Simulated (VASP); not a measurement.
Wanted: the native input for a VASP 6.6.1 run.

- Task: single point
- Functional: PBE
- Potentials or basis: VASP PAW PBE potentials, release 64 (P)
- Cutoff: 520 eV
- k mesh: 22 × 22 × 22
- Occupations: gaussian, width 0.1 eV
- Spin: no spin polarisation
- Dipole correction: no
- Further INCAR settings: ALGO = Normal; EDIFF = 1e-07; NBANDS = 8

The structure of P lies in POSCAR:

```
P
1.0
    2.4441814961      0.0000000000      0.0000000000
    0.0000000000      2.4441814961      0.0000000000
    0.0000000000      0.0000000000      2.4441814961
P
1
Direct
    0.0000000000      0.0000000000      0.0000000000
```

The cell was built by a generator and needn't be a form met in nature.

One way to write it, as run:

INCAR

```
SYSTEM = P
PREC = Accurate
ENCUT = 520
EDIFF = 1E-7
ISMEAR = 0
SIGMA = 0.1
LREAL = .False.
LASPH = .True.
NELM = 100
ALGO = Normal
ISIF = 2
LWAVE = .False.
LCHARG = .False.
GGA = PE
NBANDS = 8
```

KPOINTS

```
Automatic mesh
0
Gamma
  22 22 22
  0 0 0
```

Potentials or basis: VASP PAW PBE potentials, release 64 (P).

The run is started by

```bash
$ cat potpaw_PBE.64/P/POTCAR > POTCAR
$ mpirun -np 1 vasp_std > vasp.out
```

It gave:

- Pressure: -0.2 GPa
- Band gap on the k mesh: none (metal or under the smearing width)

Wall time 14 s on 1 thread of Intel(R) Xeon(R) Platinum 8488C (Sapphire Rapids), on a shared host, peak memory 0.13 GiB.
